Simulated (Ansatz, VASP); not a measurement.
**GaSb in VASP and in Ansatz**

```
Ga Sb
1.0
    -2.76573    2.76573    1.58109
     2.76573   -2.76573    1.58109
     2.76573    2.76573   -1.58109
Ga Sb
1 1
Direct
  0.25000 0.75000 0.50000
  0.00000 0.00000 0.00000
```

Alike in both runs: functional PBE; k mesh 16 × 16 × 16; occupations gaussian, width 0.1 eV; no spin polarisation.

Ansatz relaxed the structure, and its values are those at the end. VASP's run is a single point on that final structure, the one shown.

|  | VASP | Ansatz |
| --- | --- | --- |
| version | VASP 6.6.1 | Ansatz 0.2.0 |
| potentials or method | VASP PAW PBE potentials, release 64 (Ga_d, Sb) | scalar-relativistic, plane waves, PAW |
| plane-wave cutoff (eV) | 520 | 420 |
| valence electrons in the cell | 18 | 28 |

|  | VASP | Ansatz | Ansatz less VASP |
| --- | --- | --- | --- |
| gap on the k mesh at the Fermi level (eV) | none | none | - |
| pressure (GPa) | 0.0 | 0.0 | -0.01 |

A gap of «none» marks a metal or a gap that the smearing closes. The functional is the same, so the differences come from potentials, cutoffs and numerics. The two sets of potentials don't hold the same shells in valence.

The runs have no spin-orbit coupling, so splittings on Sb are missing.
